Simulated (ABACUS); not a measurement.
## Sn: equation of state with PBE

The system is Sn.

```xyz
2
Lattice="-2.9401 2.9401 1.5993 2.9401 -2.9401 1.5993 2.9401 2.9401 -1.5993" Properties=species:S:1:pos:R:3 pbc="T T T"
Sn    0.0000    0.0000    0.0000
Sn    0.0000    2.9401    0.7997
```

```json
{
 "Program": "ABACUS 3.10.1",
 "Task": "equation of state",
 "Functional": "PBE",
 "Potentials or basis": "PseudoDojo NC SR 0.4.1 PBE standard",
 "Cutoff": "1361 eV",
 "Density cutoff": "5442 eV",
 "Basis": "DZP LCAO (the cutoffs set its grid)",
 "k mesh": "9 × 9 × 9",
 "Occupations": "fermi-dirac, width 0.05 eV",
 "Spin": "no spin polarisation",
 "Orbital files": "Sn Sn_confined-atom_8au_2s2p2d.orb",
 "Radial cutoff of the potentials (pseudo_rcut)": "10 bohr",
 "SCF threshold on the density": "1e-07",
 "Max SCF steps": "100",
 "Eigensolver": "genelpa",
 "Mixing": "broyden",
 "Mixing share": "0.7",
 "Symmetry key": "1",
 "Bands": "18"
}
```

* Equilibrium volume: 28.83 Å³/atom
* Bulk modulus at fixed shape and positions: 47 GPa
* Pressure derivative of the bulk modulus: 4.7

Energy against volume, from the lowest point:
| volume (Å³/atom) | energy (meV/atom) |
| --- | --- |
| 25.991 | 50.17 |
| 26.544 | 31.26 |
| 27.097 | 17.25 |
| 27.650 | 7.69 |
| 28.203 | 2.07 |
| 28.756 | 0.00 |
| 29.309 | 1.11 |

All runs of the series together: 120 s on 4 threads of Intel(R) Xeon(R) Platinum 8259CL CPU @ 2.50GHz (Skylake/Cascade Lake) (shared host).

Caveat: the atomic orbitals were generated for these runs and aren't a published set; the cell was scaled at fixed shape and fractional positions, which overstates the stiffness of a crystal with free parameters, most of all of layers and chains; the basis of atomic orbitals isn't converged, which shifts pressures, moduli and gaps.
